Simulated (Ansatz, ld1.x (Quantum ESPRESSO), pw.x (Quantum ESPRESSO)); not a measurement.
## titanium: one change to the TM potential, in the atom and in the bcc crystal

```
Element                 : Ti (Z = 22)
Generator               : ld1.x (Quantum ESPRESSO) 7.5
Type                    : norm-conserving Troullier–Martins (Kleinman–Bylander form)
Functional              : PBE
Relativity              : scalar-relativistic
Frozen core             : [Ar]
Valence charge          : 4
Reference configuration : 3d2 4s2 4p0
Partial waves           : 4p (bound, empty): rc 2.80 bohr; 3d (bound): rc 2.05 bohr; 4s (bound): rc 3.10 bohr
Local potential         : the s channel
Core correction         : none
```

Change: wave 4p (bound): rc 2.80 bohr becomes 4p (bound): rc 3.00 bohr.

Cutoffs, loose and tight: the cutoffs (Ry, on a coarse ladder) from which the occupation-weighted sum of valence levels, in a spherical-Bessel basis at the reference potential, stays within 10 and 1 mRy of its value at 400 Ry. They do not see the model core or the augmentation charge, which bear on the density cutoff. Test errors are all-electron minus pseudo excitation energies from the reference, over the configurations 3d2 4s1 4p0; 3d2 4s0 4p0; 3d1 4s0 4p0; 3d1 4s2 4p0; 3d2 4s1.5 4p0; 3d3 4s0 4p0; 3d2 4s1 4p1; variants that change the core or the reference have their own tests.

Crystal test: bcc Ti in pw.x 7.5, no spin, 14³ k-points, Fermi–Dirac smearing 0.01 Ry, cutoffs set for each file from its atomic test. The reference is all-electron LAPW (Ansatz 0.2.0) with the same functional, mesh and smearing; V0 and B0 come from Birch–Murnaghan fits to the pressures at five volumes. Errors are pseudo minus all-electron; Δ is the rms difference of the E(V) curves that follow from these fits, minima aligned, over ±6 % about the mean V0. Mesh and smearing are coarse, so the numbers serve the comparison and aren't converged zero-temperature values; the lattice is a test structure that the element need not adopt.

All-electron: a0 = 3.264 Å (V0 = 17.38 Å³/atom), B0 = 104.1 GPa.

Task: Does the change bring the crystal closer to the all-electron result?

Result: The mean pressure error goes from +9.04 to +8.73 GPa, a small move against the size of the error. Neither pressure curve crosses zero within the volumes sampled, so no fits are given.

| quantity | base | changed |
| --- | --- | --- |
| outcome (atom) | generated | generated |
| cutoff, loose (atom) | 50 Ry | 50 Ry |
| cutoff, tight (atom) | 60 Ry | 60 Ry |
| bound ghosts (atom) | none | none |
| largest test error (meV) (atom) | +198 over the solved tests; 1 of 7 tests not solved or not reliable | +198 over the solved tests; 1 of 7 tests not solved or not reliable |
| cutoffs in pw.x (Ry) | 75/300 | 75/300 |
| mean pressure error (GPa) | +9.04 | +8.73 |

Base: The largest radius (3.10 bohr) exceeds half the bond length (2.67 bohr), so the spheres overlap, which is one possible source of error among others. This is a poor potential for the solid. Atomic configuration tests: 1 of 7 tests not solved or not reliable. Changed file: The largest radius (3.10 bohr) exceeds half the bond length (2.67 bohr), so the spheres overlap, which is one possible source of error among others. This is a poor potential for the solid. Atomic configuration tests: 1 of 7 tests not solved or not reliable. The atomic cutoffs weigh occupied waves only.
